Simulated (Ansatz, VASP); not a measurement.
**In5Ga3P8 (random alloy of the zinc-blende GaP-InP line, x = 0.625) in two plane-wave programs**

One calculation is typed for both programs; each brings its own data sets. How far apart do they land? Of the first pair: The structure shown is the start of the Ansatz relaxation below; VASP solves that cell, so the two are compared at the walk's first step.

Main program and level: Ansatz 0.2.0; plane waves, with VASP 6.6.1 beside it; PBE.

### Step 1. The starting structure

The cell holds 64 atoms: 12 Ga, 32 P and 20 In. Its edges and angles: a = 11.582 Å, b = 11.582 Å, c = 11.582 Å, α = 90.0°, β = 90.0°, γ = 90.0°. It derives from GaP (zinc-blende GaP-InP), repeated 2×2×2. Zinc-blende GaP-InP: 64 atoms, 20 of 32 Ga sites given to In at random, cell and internal coordinates interpolated linearly between the end members (Vegard's rule); (so at first; earlier steps may have moved the atoms), displaced by a Gaussian of 0.02 A. Lattice constants are starting values near those of PBE.

### Step 2. Ansatz: relaxation, PBE

Ansatz runs on its default PAW (the set named soft_2) files.

The two programs are compared at the cell with which this relaxation starts, whose forces are those of its first step.

The input, input.yaml:

```yaml
crystal:
  lattice:
    - [11.5825, 0.0, 0.0]
    - [0.0, 11.5825, 0.0]
    - [0.0, 0.0, 11.5825]
  atoms:
    - { symbol: Ga, position: [0.0028, 0.99894, 0.99909] }
    - { symbol: P, position: [0.12315, 0.12649, 0.12103] }
    - { symbol: In, position: [0.00301, 0.24869, 0.25055] }
    - { symbol: P, position: [0.12457, 0.37752, 0.37144] }
    - { symbol: In, position: [0.24944, 0.99934, 0.25196] }
    - { symbol: P, position: [0.3731, 0.1247, 0.37348] }
    - { symbol: In, position: [0.25007, 0.25101, 0.9981] }
    - { symbol: P, position: [0.37698, 0.37656, 0.12587] }
    - { symbol: In, position: [0.00156, 0.99882, 0.49979] }
    - { symbol: P, position: [0.12338, 0.12454, 0.62592] }
    - { symbol: Ga, position: [0.99881, 0.24931, 0.74881] }
    - { symbol: P, position: [0.12354, 0.37384, 0.87498] }
    - { symbol: In, position: [0.24807, 0.0004, 0.75287] }
    - { symbol: P, position: [0.37628, 0.12467, 0.87347] }
    - { symbol: In, position: [0.24871, 0.25292, 0.50009] }
    - { symbol: P, position: [0.3739, 0.37533, 0.62863] }
    - { symbol: Ga, position: [0.00021, 0.50107, 0.00052] }
    - { symbol: P, position: [0.12439, 0.62303, 0.1244] }
    - { symbol: Ga, position: [0.99964, 0.75101, 0.25145] }
    - { symbol: P, position: [0.12661, 0.87549, 0.37653] }
    - { symbol: In, position: [0.2487, 0.50216, 0.25089] }
    - { symbol: P, position: [0.37449, 0.62584, 0.37487] }
    - { symbol: In, position: [0.25195, 0.75262, 0.00377] }
    - { symbol: P, position: [0.37259, 0.87251, 0.12413] }
    - { symbol: In, position: [0.00028, 0.50151, 0.50055] }
    - { symbol: P, position: [0.12151, 0.62447, 0.62643] }
    - { symbol: In, position: [0.0004, 0.75132, 0.74962] }
    - { symbol: P, position: [0.12465, 0.87532, 0.87571] }
    - { symbol: In, position: [0.25034, 0.50021, 0.74884] }
    - { symbol: P, position: [0.37565, 0.62521, 0.87695] }
    - { symbol: Ga, position: [0.25207, 0.75032, 0.49935] }
    - { symbol: P, position: [0.3739, 0.87573, 0.62513] }
    - { symbol: Ga, position: [0.49941, 8.0e-05, 0.99893] }
    - { symbol: P, position: [0.62621, 0.12423, 0.12711] }
    - { symbol: In, position: [0.5007, 0.25102, 0.24811] }
    - { symbol: P, position: [0.62529, 0.37628, 0.37335] }
    - { symbol: In, position: [0.74954, 6.0e-05, 0.24763] }
    - { symbol: P, position: [0.87554, 0.12646, 0.37352] }
    - { symbol: In, position: [0.75061, 0.24773, 0.99993] }
    - { symbol: P, position: [0.87221, 0.37694, 0.12571] }
    - { symbol: In, position: [0.49996, 0.99866, 0.5022] }
    - { symbol: P, position: [0.6284, 0.12179, 0.62713] }
    - { symbol: In, position: [0.50281, 0.25058, 0.74793] }
    - { symbol: P, position: [0.62649, 0.37469, 0.87396] }
    - { symbol: Ga, position: [0.74788, 0.00095, 0.75137] }
    - { symbol: P, position: [0.87392, 0.1259, 0.87302] }
    - { symbol: In, position: [0.75138, 0.25008, 0.49968] }
    - { symbol: P, position: [0.87482, 0.3765, 0.6263] }
    - { symbol: In, position: [0.50091, 0.50024, 0.00013] }
    - { symbol: P, position: [0.62607, 0.6254, 0.12618] }
    - { symbol: Ga, position: [0.49946, 0.7458, 0.25179] }
    - { symbol: P, position: [0.62878, 0.87576, 0.37483] }
    - { symbol: Ga, position: [0.74976, 0.49979, 0.25003] }
    - { symbol: P, position: [0.87306, 0.62411, 0.37328] }
    - { symbol: Ga, position: [0.75043, 0.74949, 0.00086] }
    - { symbol: P, position: [0.8747, 0.8767, 0.12537] }
    - { symbol: In, position: [0.50378, 0.49673, 0.49888] }
    - { symbol: P, position: [0.62656, 0.62937, 0.62457] }
    - { symbol: Ga, position: [0.50008, 0.74961, 0.7523] }
    - { symbol: P, position: [0.6245, 0.87617, 0.87445] }
    - { symbol: Ga, position: [0.7478, 0.50054, 0.75087] }
    - { symbol: P, position: [0.87723, 0.62481, 0.87393] }
    - { symbol: In, position: [0.75097, 0.75042, 0.50048] }
    - { symbol: P, position: [0.87487, 0.877, 0.62564] }
kpoints:
  mp_grid: { grid: [1, 1, 1] }
hamiltonian:
  xc: pbe
scf:
  occupations: { method: fermi_dirac, width: 0.025 }
output:
  forces: true
relax:
  f_tol: 0.04
  max_steps: 150
  cell: {}
```

On the command line:

```
$ ansatz run input.yaml --threads 4 --pin off --max-ram 8192MiB --backend cpu --events-out ev --progress --plain --runs-dir out
```

Numbers of over 12 decimals in the logs are rounded to 6 here.

Output:

```text
Engine: ansatz 0.2.0, aarch64-unknown-linux-gnu
Pseudopotentials: kind: paw
Pseudopotential: Ga, paw, valence charge 13, recommended cutoff 420 eV (normal), Ga.paw.azcp
Pseudopotential: P, paw, valence charge 5, recommended cutoff 420 eV (normal), P.paw.azcp
Pseudopotential: In, paw, valence charge 13, recommended cutoff 420 eV (normal), In.paw.azcp
Functional definition: PBE
  parameter kappa = 0.804
  parameter beta = 0.066725
  exchange = pbe_x(kappa = kappa, mu = beta*pi^2/3)
  correlation = pbe_c(beta = beta)
Crystal: 64 atoms, lattice volume = 1553.842 Å³
Basis set: ecut = 420 eV, 30551 PW (Γ), exchange–correlation on 160×160×160 points (8 copies of the dense FFT grid, shifted against one another)
Bands: 352, of which v1, the nominal top of the filled ones, is band 288 counted from 1 (287 counted from 0)
Symmetry: 1 space group operations
Space group: P1 (ITA 1), of the structure as read, at distance tolerance 1.2e-4 Å
k-points: 1
Non-local potential: Ga, projectors of the file, l = 0: 2, l = 1: 2, l = 2: 3, l = 3: 1
Non-local potential: P, projectors of the file, l = 0: 2, l = 1: 2, l = 2: 2
Non-local potential: In, projectors of the file, l = 0: 2, l = 1: 2, l = 2: 2, l = 3: 2
PAW form: soft (Blöchl's): semilocal exchange-correlation on the pseudo side does not see the compensation charge
PAW one-centre angular grid: Ga, 590 points (default); XC on 64 Gauss nodes
PAW one-centre angular grid: P, 110 points (default); XC on 64 Gauss nodes
PAW one-centre angular grid: In, 590 points (default); XC on 64 Gauss nodes
Initial density: superposition of atomic densities (neutral atoms: chi_scale 0, normalization atom), corrected by the library's trained network
Initial wavefunctions: pseudopotential atomic-orbital guess
Functional: x = pbe(κ = 0.804, μ = 0.219515), c = pbe(β = 0.066725)
SCF iter   1: F=—  HF=-181546.588517 eV  |F-HF|=—  |Δ(HF+E_count)|=         —  Δρ=1.18e-3  dr2=2.63e-2  ethr=1.77e-3  ⟨swp⟩=8.0  Hψ=1568  notcnv=0  defer=24
preconditioner: auto → Resta (q_TF=auto, 2.312 Å⁻¹)  ε∞=3.8  [insulator: Δε(μ)=0.648 eV  Ē_g=13.424 eV  σ=0.025 eV  W_gap=1.00  n_scr=340 (ndim 8)  ℏωp=22.6 eV  f_vac=0.023  D(μ)=0.00/eV (n_scr^D=0)  ε∞_Penn≈3.8]
SCF iter   2: F=—  HF=-181546.549150 eV  |F-HF|=—  |Δ(HF+E_count)|=   3.94e-2  Δρ=5.00e-4  dr2=4.89e-3  ethr=4.56e-6  ⟨swp⟩=3.0  Hψ=763  notcnv=0  defer=58
SCF iter   3: F=—  HF=-181546.549872 eV  |F-HF|=—  |Δ(HF+E_count)|=   7.22e-4  Δρ=2.51e-4  dr2=7.26e-4  ethr=8.49e-7  ⟨swp⟩=2.0  Hψ=581  notcnv=0  defer=58
SCF iter   4: F=—  HF=-181546.549643 eV  |F-HF|=—  |Δ(HF+E_count)|=   2.29e-4  Δρ=8.53e-5  dr2=1.56e-4  ethr=1.26e-7  ⟨swp⟩=2.0  Hψ=581  notcnv=0  defer=58
SCF iter   5: F=—  HF=-181546.549675 eV  |F-HF|=—  |Δ(HF+E_count)|=   3.21e-5  Δρ=2.54e-5  dr2=1.58e-5  ethr=2.71e-8  ⟨swp⟩=2.0  Hψ=421  notcnv=0  defer=58
SCF iter   6: F=—  HF=-181546.549344 eV  |F-HF|=—  |Δ(HF+E_count)|=   3.31e-4  Δρ=9.31e-6  dr2=2.70e-6  ethr=2.75e-9  ⟨swp⟩=3.0  Hψ=709  notcnv=0  defer=58
SCF iter   7: F=—  HF=-181546.549346 eV  |F-HF|=—  |Δ(HF+E_count)|=   1.98e-6  Δρ=3.33e-6  dr2=2.91e-7  ethr=4.68e-10  ⟨swp⟩=2.0  Hψ=579  notcnv=0  defer=58
SCF iter   8: F=-181546.549346 eV  HF=-181546.549346 eV  |F-HF|=8.66e-8  |Δ(HF+E_count)|=   2.36e-7  Δρ=1.83e-6  dr2=5.13e-8  ethr=1.74e-11  ⟨swp⟩=4.0  Hψ=1215  notcnv=0
SCF 1 converged in 8 iterations: F = -181546.549346 eV  dr2 = 5.13e-8
  greatest PAW one-centre occupation: 0.995 electrons in one spin orbital (limit 2), on the Ga atom at site 50 (counted from 0), in its partial waves of l = 2
relax step   1: F+E_penalty+E_count = -181546.54934618 eV  Δ(F+E_penalty+E_count) = +0.000e0 eV  max|allowed force component| = 1.910e0 eV/Å  Δτ_max = 0.0000 Å  P = +0.964 GPa  Ω = 1553.842 Å³  (8 SCF iters, dr2 threshold 1.00e-7 eV, accepted)
Crystal: 64 atoms, lattice volume = 1575.566 Å³
Basis set: ecut = 420 eV, 30963 PW (Γ), exchange–correlation on 160×160×160 points (8 copies of the dense FFT grid, shifted against one another)
Initial density: handed on by an earlier stage of this run
Initial wavefunctions: those handed on with the density
iter 1 solved again at ethr=1.81e-4 eV; its pass at ethr=3.10e-3 eV (dr2=1.04e0 eV) is discarded
SCF iter   1: F=—  HF=-181549.488517 eV  |F-HF|=—  |Δ(HF+E_count)|=         —  Δρ=8.36e-3  dr2=1.05e0  ethr=1.81e-4  ⟨swp⟩=5.0  Hψ=1883  notcnv=0  defer=10
preconditioner: auto → Resta (q_TF=auto, 2.307 Å⁻¹)  ε∞=3.8  [insulator: Δε(μ)=0.580 eV  Ē_g=13.363 eV  σ=0.025 eV  W_gap=1.00  n_scr=340 (ndim 8)  ℏωp=22.5 eV  f_vac=0.027  D(μ)=0.00/eV (n_scr^D=0)  ε∞_Penn≈3.8]
SCF iter   2: F=—  HF=-181549.347171 eV  |F-HF|=—  |Δ(HF+E_count)|=   1.41e-1  Δρ=4.25e-3  dr2=2.04e-1  ethr=1.81e-4  ⟨swp⟩=8.0  Hψ=608  notcnv=0  defer=1
SCF iter   3: F=—  HF=-181549.338033 eV  |F-HF|=—  |Δ(HF+E_count)|=   9.14e-3  Δρ=1.11e-3  dr2=1.93e-2  ethr=3.53e-5  ⟨swp⟩=3.0  Hψ=695  notcnv=0  defer=59
[...]
atom  12  P      0.00054829     0.00004258    -0.00083012
  atom  13  In     0.00058404    -0.00188767    -0.00129978
  atom  14  P     -0.00165881     0.00083184    -0.00017783
  atom  15  In    -0.00102743     0.00170200    -0.00008452
  atom  16  P      0.00120485    -0.00042726    -0.00027867
  atom  17  Ga    -0.00084199    -0.00002281     0.00103610
  atom  18  P      0.00049055    -0.00015695     0.00208440
  atom  19  Ga     0.00192426    -0.00111846    -0.00040253
  atom  20  P     -0.00261933     0.00370964    -0.00039840
  atom  21  In    -0.00021574     0.00020222     0.00158772
  atom  22  P     -0.00034956     0.00109843     0.00189069
  atom  23  In    -0.00011638    -0.00195235     0.00037369
  atom  24  P      0.00038730     0.00057151    -0.00365124
  atom  25  In     0.00126337    -0.00025505     0.00013769
  atom  26  P     -0.00015082    -0.00003820    -0.00033638
  atom  27  In     0.00066071    -0.00204041     0.00078863
  atom  28  P     -0.00020503     0.00125821     0.00022624
  atom  29  In     0.00022349    -0.00121687    -0.00187949
  atom  30  P      0.00125735     0.00107982     0.00036232
  atom  31  Ga     0.00145425    -0.00360902    -0.00018541
  atom  32  P     -0.00029761     0.00015025    -0.00108463
  atom  33  Ga     0.00085385    -0.00010499     0.00225294
  atom  34  P      0.00096880    -0.00091822     0.00110056
  atom  35  In    -0.00156646     0.00108837     0.00173482
[...]
atom  57  In    -0.00188733     0.00189798     0.00052278
  atom  58  P     -0.00048247     0.00124044     0.00181624
  atom  59  Ga    -0.00049075    -0.00145890    -0.00043334
  atom  60  P      0.00171281     0.00252200    -0.00090014
  atom  61  Ga     0.00026762     0.00039914     0.00125100
  atom  62  P     -0.00157383     0.00096912    -0.00243815
  atom  63  In    -0.00131290    -0.00049194    -0.00034586
  atom  64  P      0.00067515    -0.00034554    -0.00110283
  max |Σ_I F_I| component: 1.10e-6 eV/Å
--- Stress (GPa, compression-positive) ---
       -0.000586       0.004429      -0.001972
        0.004429      -0.001034       0.001386
       -0.001972       0.001386      -0.002172
  P = ⅓ Tr σ = -0.0013 GPa (-0.013 kbar)
--- Relaxed structure (4 steps of the walk, 4 accepted, 1 SCFs on fresh bases) ---
  F+E_penalty+E_count = -181549.44217294 eV   max|allowed force component| = 3.710e-3 eV/Å   (the final SCF, on the basis selected at the relaxed cell)
  cell:  # Å, volume = 1555.1238 Å³
    - [11.583586, 0.000532865, 0.000388602]
    - [0.000532865, 11.589692, 0.000895233]
    - [0.000388602, 0.000895233, 11.583773]
  atoms:
    - { symbol: Ga, position: [-0.00398075, 0.996834, 0.997232] }
    - { symbol: P, position: [0.115524, 0.114791, 0.117998] }
    - { symbol: In, position: [-0.00292534, 0.251881, 0.244986] }
    - { symbol: P, position: [0.124437, 0.375469, 0.374120] }
    - { symbol: In, position: [0.250051, 0.993223, 0.247688] }
    - { symbol: P, position: [0.374696, 0.123731, 0.376212] }
    - { symbol: In, position: [0.245201, 0.247512, 0.997750] }
    - { symbol: P, position: [0.373755, 0.378531, 0.121686] }
    - { symbol: In, position: [-1.771468379785978e-5, 0.998125, 0.502252] }
    - { symbol: P, position: [0.117303, 0.132653, 0.635296] }
    - { symbol: Ga, position: [0.994794, 0.251323, 0.755904] }
    - { symbol: P, position: [0.109207, 0.378122, 0.877088] }
    - { symbol: In, position: [0.250370, -0.00203404, 0.752278] }
    - { symbol: P, position: [0.383496, 0.115988, 0.883086] }
    - { symbol: In, position: [0.247899, 0.250000, 0.503117] }
    - { symbol: P, position: [0.377945, 0.375119, 0.626130] }
    - { symbol: Ga, position: [-0.00825365, 0.502752, 0.000316437] }
    - { symbol: P, position: [0.111677, 0.625149, 0.120779] }
    - { symbol: Ga, position: [0.998042, 0.747164, 0.244335] }
    - { symbol: P, position: [0.123059, 0.860261, 0.373973] }
    - { symbol: In, position: [0.247938, 0.507045, 0.249065] }
    - { symbol: P, position: [0.377182, 0.639815, 0.372041] }
    - { symbol: In, position: [0.250723, 0.752337, 0.00229233] }
    - { symbol: P, position: [0.390817, 0.873473, 0.123928] }
    - { symbol: In, position: [-0.0022807, 0.502751, 0.500189] }
    - { symbol: P, position: [0.129861, 0.634597, 0.617956] }
    - { symbol: In, position: [-0.00404059, 0.749888, 0.753923] }
    - { symbol: P, position: [0.118369, 0.880131, 0.882272] }
    - { symbol: In, position: [0.247449, 0.502525, 0.750335] }
    - { symbol: P, position: [0.381053, 0.633357, 0.869817] }
    - { symbol: Ga, position: [0.252291, 0.749991, 0.496885] }
    - { symbol: P, position: [0.374227, 0.860565, 0.626910] }
    - { symbol: Ga, position: [0.505810, -0.0065901, 0.998083] }
    - { symbol: P, position: [0.621209, 0.118607, 0.115068] }
    - { symbol: In, position: [0.502514, 0.251218, 0.247517] }
    - { symbol: P, position: [0.634876, 0.385406, 0.367405] }
    - { symbol: In, position: [0.750469, -0.00628806, 0.242920] }
    - { symbol: P, position: [0.873147, 0.123666, 0.372918] }
    - { symbol: In, position: [0.754158, 0.249926, 0.996257] }
    - { symbol: P, position: [0.871837, 0.388713, 0.124158] }
    - { symbol: In, position: [0.500077, 0.993523, 0.502912] }
    - { symbol: P, position: [0.633392, 0.115145, 0.631938] }
    - { symbol: In, position: [0.504990, 0.246709, 0.752795] }
    - { symbol: P, position: [0.632455, 0.382074, 0.870016] }
    - { symbol: Ga, position: [0.750758, -0.00279552, 0.755991] }
    - { symbol: P, position: [0.880227, 0.116996, 0.870510] }
    - { symbol: In, position: [0.752418, 0.253177, 0.504370] }
    - { symbol: P, position: [0.874869, 0.379244, 0.640696] }
    - { symbol: In, position: [0.506359, 0.507313, 0.000201684] }
    - { symbol: P, position: [0.632443, 0.634935, 0.131150] }
    - { symbol: Ga, position: [0.503456, 0.751453, 0.247819] }
    - { symbol: P, position: [0.620109, 0.867895, 0.368400] }
    - { symbol: Ga, position: [0.752513, 0.508389, 0.245937] }
    - { symbol: P, position: [0.874890, 0.627391, 0.362905] }
    - { symbol: Ga, position: [0.750762, 0.750127, 0.00055686] }
    - { symbol: P, position: [0.881581, 0.867584, 0.115709] }
    - { symbol: In, position: [0.503357, 0.507109, 0.499934] }
    - { symbol: P, position: [0.628269, 0.625356, 0.640710] }
    - { symbol: Ga, position: [0.504350, 0.751013, 0.752649] }
    - { symbol: P, position: [0.627976, 0.873123, 0.876122] }
    - { symbol: Ga, position: [0.751851, 0.502701, 0.756090] }
    - { symbol: P, position: [0.867009, 0.620846, 0.882374] }
    - { symbol: In, position: [0.748364, 0.747970, 0.500557] }
    - { symbol: P, position: [0.866520, 0.879784, 0.632182] }
```

(Part 1 of 2 ends here.)

[Lines on the potential files, build, host, timing and source positions are cut from VASP's logs without a mark.]

[Logs are printed without paths, hosts, clocks, repeated set-up lines and the standing remarks that a program may print on its own settings, such as how far it seeks lower states.]

[Hosts, paths, dates, database ids (printed as entryN), source tags and the programs' standing remarks are cut or masked in the printed files.]
